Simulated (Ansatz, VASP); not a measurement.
## KBr: VASP beside Ansatz

File INCAR:

```
PREC = Accurate
ENCUT = 520
EDIFF = 1E-6
ISMEAR = 0
SIGMA = 0.05
LREAL = False
LASPH = True
NELM = 100
ALGO = Fast
ISIF = 2
LWAVE = False
LCHARG = False
NBANDS = 15
```

KPOINTS

```
Automatic mesh
0
Gamma
  6 6 6
```

Contents of POSCAR:

```
KBr
1.0
    4.0434990000      0.0000000000      0.0000000000
    0.0000000000      4.0434990000      0.0000000000
    0.0000000000      0.0000000000      4.0434990000
K Br
1 1
Direct
    0.0000000000      0.0000000000      0.0000000000
    0.5000000000      0.5154569100      0.5000000000
```

Input for Ansatz:

```yaml
crystal:
  lattice:
    - [4.043499, 0.0, 0.0]
    - [0.0, 4.043499, 0.0]
    - [0.0, 0.0, 4.043499]
  atoms:
    - { symbol: K, position: [0.0, 0.0, 0.0] }
    - { symbol: Br, position: [0.5, 0.51545691, 0.5] }
basis:
  ecutwfc: 420
kpoints:
  mp_grid: { grid: [6, 6, 6] }
hamiltonian:
  xc: lda
scf:
  occupations: { method: gaussian, width: 0.05 }
output:
  forces: true
  stress: true
  eigenvalues: true
```

Change from the starting cell: all Br atoms moved +0.062 Å, as atom 2 along Cartesian [0 1 0].

Alike in both runs: task single point; functional LDA; k mesh 6 × 6 × 6; occupations gaussian, width 0.05 eV; no spin polarisation.

|  | VASP | Ansatz |
| --- | --- | --- |
| version | VASP 6.6.1 | Ansatz 0.2.0 |
| potentials or method | VASP PAW LDA potentials, release 64 (K_sv, Br) | scalar-relativistic, plane waves, PAW |
| plane-wave cutoff (eV) | 520 | 420 |
| valence electrons in the cell | 16 | 16 |

VASP gave:

```
gap on the k mesh at the Fermi level (eV) : 3.48
least direct gap on the mesh (eV)         : 3.75
pressure (GPa)                            : -2.6
rms of the force components (eV/Å)        : 0.010
```

Q: Estimate Ansatz's values.

A: gap on the k mesh at the Fermi level (eV): 3.47; least direct gap on the mesh (eV): 3.74; pressure (GPa): -2.6; rms of the force components (eV/Å): 0.010.

Atom by atom the forces differ by 0.000 eV/Å (rms over components).

A k mesh can miss the band edges.
